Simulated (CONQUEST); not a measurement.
**HfO2: equation of state with PBEsol**

Crystal: HfO2.

```xyz
6
Lattice="3.5580 0.0000 0.0000 0.0000 3.5580 0.0000 0.0000 0.0000 5.1719" Properties=species:S:1:pos:R:3 pbc="T T T"
Hf    0.0000    0.0000    0.0000
Hf    1.7790    1.7790    2.5859
O     1.7790    0.0000    4.1519
O     0.0000    1.7790    3.6059
O     0.0000    1.7790    1.0199
O     1.7790    0.0000    1.5660
```

Measurements of this composition are mostly on another form, of space group No. 14.

| Quantity | Value |
| --- | --- |
| Program | CONQUEST 1.3 |
| Task | equation of state |
| Functional | PBEsol |
| Potentials or basis | PseudoDojo NC PBEsol, DZP, grid of 40 × 40 × 60 points |
| k mesh | 8 × 8 × 5 |
| Occupations | fermi-dirac, width 0.05 eV |
| Spin | no spin polarisation |
| Solver | diagonalisation |
| SCF tolerance | 1e-06 |

The equilibrium volume is 11.05 Å³/atom and the bulk modulus at fixed shape and positions is 248 GPa. The pressure derivative of the bulk modulus is 4.6.

Energy against volume, from the lowest point:
```csv
volume (Å³/atom),energy (meV/atom)
10.257,50.44
10.476,25.37
10.694,9.05
10.912,1.20
11.130,0.00
11.349,5.41
11.567,16.66
```

All runs of the series together: 13 min on 1 thread of AMD EPYC 9R45 96-Core Processor (Zen 5), on a shared host.

Caveat: the DZP basis gives volumes some 2 % larger than converged bases do, and moduli off by several per cent; the cell was scaled at fixed shape and fractional positions, which overstates the stiffness of a crystal with free parameters, most of all of layers and chains; the basis of atomic orbitals isn't converged, which shifts pressures, moduli and gaps. Spin-orbit coupling is left out, which matters for the levels of Hf.
